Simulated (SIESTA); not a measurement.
CsSnBr3 under changes of volume

One of the cells (39.815 Å³/atom); the others are scaled copies at fixed shape and fractional positions:

```xyz
5
Lattice="5.8390 0.0000 0.0000 0.0000 5.8390 0.0000 0.0000 0.0000 5.8390" Properties=species:S:1:pos:R:3 pbc="T T T"
Cs    0.0000    0.0000    0.0000
Sn    2.9195    2.9195    2.9195
Br    0.0000    2.9195    2.9195
Br    2.9195    2.9195    0.0000
Br    2.9195    0.0000    2.9195
```

The cell is a database's computed one.

* Program: SIESTA 5.4.2
* Functional: PBEsol
* Potentials or basis: PseudoDojo 0.4 standard (PBEsol files)
* Basis: DZP (energy shift 0.002 Ry; d shell added on Cs)
* Grid cutoff: 500 Ry
* Energy shift: 0.002 Ry
* k mesh: 5 × 5 × 5
* Occupations: fermi-dirac, width 0.05 eV
* Spin: no spin polarisation

```tsv
volume (Å³/atom)	energy over the lowest point (meV/atom)	pressure (GPa)	gap on the mesh (eV)
37.426	3.49	0.9	1.77
38.222	0.51	0.3	1.81
39.019	0.00	-0.1	1.84
39.815	1.70	-0.5	1.87
40.611	5.39	-0.9	1.90
41.408	?	?	?
42.204	17.88	-1.6	1.95
```

Task: What does the run at 41.408 Å³/atom give?

Result: Energy over the lowest point 10.81 meV/atom; pressure -1.2 GPa; gap on the mesh 1.92 eV.

Worked out: A Birch-Murnaghan fit of order 3 (a polynomial in V^(-2/3)) to the other rows has its minimum at 38.79 Å³/atom with B0 = V·E''(V) = 22 GPa and B' = 4.5. It gives 10.85 meV/atom at 41.408 Å³/atom, against the run's 10.81, and -dE/dV = -1.3 GPa, against -1.2. A straight line through the other rows of the gap, of slope 1.49 eV per unit of ln V (its deformation potential), gives 1.93 eV, against the run's 1.92.

Energies are extrapolated to zero smearing.

Caveats: semicore shells carry a single zeta, which can move pressures by several GPa and volumes by a few percent; spin-orbit coupling is left out, which moves the levels of the heavy elements; an odd mesh through Γ misses points on the zone boundary, where band edges often lie; the basis of atomic orbitals isn't converged, which shifts pressures, moduli and gaps.
